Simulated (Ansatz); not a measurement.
# Sn (I4_1/amd) in Ansatz: single point with PBEsol

Aim: the single point of Sn with PBEsol.

All numbers are computed with Ansatz 0.2.0; they aren't measurements. Logs are shortened: lines on timing, memory, paths and dates and some standing lists are left out, and cuts for length are marked.

## (1) The undisturbed crystal

It takes space group I4_1/amd (No. 141, tetragonal). The conventional cell has a = 5.880 Å, b = 5.880 Å, c = 3.199 Å, α = 90.00°, β = 90.00°, γ = 90.00°. Sn (site symmetry -4m2) is surrounded by 6 Sn at 3.05 to 3.20 Å.

## (2) Single point, PBEsol (strain_shear_xy = 0)

input.yaml reads:

```yaml
crystal:
  lattice:
    - [-2.9401404553, 2.9401404553, 1.5993019889]
    - [2.9401404553, -2.9401404553, 1.5993019889]
    - [2.9401404553, 2.9401404553, -1.5993019889]
  atoms:
    - { symbol: Sn, position: [0.0, 0.0, 0.0] }
    - { symbol: Sn, position: [0.75, 0.25, 0.5] }
kpoints:
  mp_grid: { grid: [9, 9, 9] }
scf:
  occupations: { method: fermi_dirac, width: 0.05 }
hamiltonian:
  xc: pbesol
  pseudopotentials: { kind: all_electron, lapw: { basis_error: 0.001 } }
output:
  forces: true
  stress: true
  eigenvalues: true
```

Potentials or basis: all-electron LAPW, scalar-relativistic.

Run with:

```console
ansatz run input.yaml --threads 1 --pin off --max-ram 3072MiB --backend cpu --events-out ev --progress --plain --runs-dir out
```

The log of the run:

```text
Warning: RAYON_NUM_THREADS=1 ignored (pool sized by the plan → 1); use --threads N
LAPW: plane waves up to 7.383 Å⁻¹, error target 1.0e-3 eV per atom; small_component_spin mean_spin; Sn in spheres of 1.523 Å, 22 of its electrons in bands, Dirac shells [] (how accurate: hamiltonian.pseudopotentials.lapw.basis_error, Limitations)
Engine: ansatz 0.2.0, x86_64-unknown-linux-gnu
Pseudopotentials: kind: all_electron
Pseudopotential: Sn, LAPW, valence charge 22, lapw/all_electron/scalar/gaussian/Sn, Koelling and Harmon's equation, gaussian nucleus
Functional definition: PBEsol
  exchange = pbesol_x
  correlation = pbesol_c
Crystal: 2 atoms, lattice volume = 55.300 Å³
Basis set: ecut = 207.67151657675817 eV, 383 PW (Γ), FFT grids on a1+a2, a2, a3, exchange–correlation at level 2
Bands: 27, of which v1, the nominal top of the filled ones, is band 22 counted from 1 (21 counted from 0)
Symmetry: 16 space group operations
Space group: I41/amd (ITA 141), of the structure as read, at distance tolerance 3.8e-5 Å
k-points: 75 of 729
Non-local potential: Sn, projectors of the file, none
Initial density: superposition of atomic densities (chi_scale 0.1, normalization cell)
Initial wavefunctions: plane waves of lowest kinetic energy (no species holds an atomic orbital)
Functional: x = pbesol(κ = 0.804, μ = 0.12345679012345678), c = pbesol(β = 0.046)
iter 1 solved again at ethr=7.42e-5 eV; its pass at ethr=1.00e-1 eV (dr2=3.26e-2 eV) is discarded
SCF iter   1: F=—  HF=-336030.076955 eV  |F-HF|=—  |Δ(HF+E_count)|=         —  Δρ=9.40e-3  dr2=3.28e-2  ethr=7.42e-5  ⟨swp⟩=3.0  Hψ=13883  notcnv=0
preconditioner: auto → Kerker (q_TF=auto, 2.626 Å⁻¹)  [metal: Δε(μ)=0.006 eV  Ē_g=20.666 eV  σ=0.050 eV  W_gap=0.03  n_scr=16 (ndim 8)  ℏωp=26.4 eV  f_vac=0.000  D(μ)=0.98/eV (n_scr^D=4)]
SCF iter   2: F=—  HF=-336030.048693 eV  |F-HF|=—  |Δ(HF+E_count)|=   2.83e-2  Δρ=6.12e-3  dr2=1.61e-2  ethr=7.42e-5  ⟨swp⟩=2.0  Hψ=6098  notcnv=0
SCF iter   3: F=—  HF=-336030.047273 eV  |F-HF|=—  |Δ(HF+E_count)|=   1.42e-3  Δρ=3.28e-3  dr2=5.16e-3  ethr=3.66e-5  ⟨swp⟩=2.0  Hψ=6010  notcnv=0
SCF iter   4: F=—  HF=-336030.047396 eV  |F-HF|=—  |Δ(HF+E_count)|=   1.23e-4  Δρ=1.15e-3  dr2=7.81e-4  ethr=1.17e-5  ⟨swp⟩=2.0  Hψ=6010  notcnv=0
iter 5 solved again at ethr=4.97e-8 eV; its pass at ethr=1.78e-6 eV (dr2=2.19e-5 eV) is discarded
SCF iter   5: F=—  HF=-336030.047380 eV  |F-HF|=—  |Δ(HF+E_count)|=   1.52e-5  Δρ=1.70e-4  dr2=2.19e-5  ethr=4.97e-8  ⟨swp⟩=2.0  Hψ=10154  notcnv=0
SCF iter   6: F=—  HF=-336030.047380 eV  |F-HF|=—  |Δ(HF+E_count)|=   7.79e-7  Δρ=6.69e-5  dr2=3.72e-6  ethr=4.97e-8  ⟨swp⟩=2.0  Hψ=6010  notcnv=0
SCF iter   7: F=—  HF=-336030.047381 eV  |F-HF|=—  |Δ(HF+E_count)|=   9.71e-7  Δρ=1.86e-5  dr2=3.15e-7  ethr=8.45e-9  ⟨swp⟩=2.0  Hψ=6010  notcnv=0
SCF iter   8: F=-336030.047381 eV  HF=-336030.047381 eV  |F-HF|=3.55e-9  |Δ(HF+E_count)|=   4.84e-8  Δρ=5.19e-6  dr2=1.27e-8  ethr=7.16e-10  ⟨swp⟩=2.0  Hψ=6010  notcnv=0
SCF 1 converged in 8 iterations: F = -336030.047381 eV  dr2 = 1.27e-8
SCF converged after 8 iterations
Free energy (F): -336030.047381 eV
Harris-Foulkes:  -336030.047381 eV  (|F-HF|=3.55e-9)
Internal energy: -336030.039939 eV  (E = F + TS)
E sigma→0 (E₀):  -336030.043660 eV
Entropy (-TS):   -0.007442 eV (-3.721 meV/atom)
Fermi energy:    13.197099 eV
--- Per-component energies (eV) ---
  E_band       = -1418.365550
  E_kinetic    = 353380.969804
  E_xc         = -8844.409630
  E_electrostatic = -680566.600112  (all electrons and nuclei)
  E_smearing   = -0.007442  (= −TS)
  E_closure    = 0.000000  (closes the sum)
  E_atoms      = -336021.595641  (free atoms, spherical and without spin; not in F)
  Σ components = -336030.047381   (vs F -336030.047381, Δ=0.00e0)
  Basis errors (estimates in eV, not in F): energy 3.3e-4 per atom: plane waves 3.2e-4 (1.7e-4 summed), levels above the bands 3.9e-59, relativity 1.5e-8, radial functions 1.4e-5, core shells 2.9e-9; eigenvalues (radial functions only) 5.7e-7; not estimated: angular momenta, meshes, grids; target (lapw.basis_error) 1.0e-3; muffin-tin radii Sn 1.523 Å
--- Forces (eV/Å), atoms counted from 1 ---
  atom   1  Sn     0.00000000    -0.00000000     0.00000000
  atom   2  Sn     0.00000000    -0.00000000     0.00000000
  max |Σ_I F_I| component: 2.39e-18 eV/Å
--- Stress (GPa, compression-positive) ---
       -1.312745       0.000000      -0.000000
        0.000000      -1.312745       0.000000
       -0.000000       0.000000      -1.698093
  P = ⅓ Tr σ = -1.4412 GPa (-14.412 kbar)
--- Band table (eV; the first three rows and the last of 75) ---
  k-point 0: bands = ["-115.9638", "-115.9631", "-71.8038", "-71.8035", "-71.7937", "-71.7937", "-71.7869", "-71.7869", "-8.3513", "-8.2701", "-8.2296", "-8.2174", "-8.0744", "-8.0744", "-8.0641", "-8.0641", "-7.9830", "-7.8788", "2.1843", "9.4693", "11.2595", "11.2595", "16.1646", "19.3012", "19.3012", "19.9245", "20.0220"]
  k-point 1: bands = ["-115.9638", "-115.9631", "-71.8038", "-71.8035", "-71.7934", "-71.7934", "-71.7871", "-71.7871", "-8.3415", "-8.2718", "-8.2238", "-8.2212", "-8.0792", "-8.0691", "-8.0615", "-8.0605", "-7.9887", "-7.8887", "2.2937", "8.6664", "11.3894", "11.8558", "16.6726", "18.3927", "18.7063", "19.8758", "20.0092"]
  k-point 2: bands = ["-115.9638", "-115.9632", "-71.8038", "-71.8036", "-71.7929", "-71.7928", "-71.7877", "-71.7876", "-8.3132", "-8.2753", "-8.2381", "-8.1983", "-8.0945", "-8.0571", "-8.0565", "-8.0501", "-8.0048", "-7.9152", "2.6216", "7.3426", "11.7757", "12.6708", "16.9866", "17.5253", "18.0839", "19.5665", "19.7263"]
  k-point 74: bands = ["-115.9635", "-115.9635", "-71.8036", "-71.8036", "-71.7942", "-71.7940", "-71.7866", "-71.7864", "-8.2829", "-8.2817", "-8.1198", "-8.0956", "-8.0926", "-8.0850", "-8.0708", "-8.0591", "-8.0549", "-8.0535", "5.3748", "5.7273", "8.5344", "8.8939", "18.2181", "18.2251", "21.7215", "22.1960", "24.7545"]
```

Wall time 26 s (1 thread of Intel Xeon Platinum 8375C at 2.90GHz (Ice Lake), shared host); peak memory 0.38 GiB.

What came out:

```
Free energy            : -336030.0474 eV
Pressure               : -1.4 GPa
Band gap on the k mesh : none (metal or under the smearing width)
```
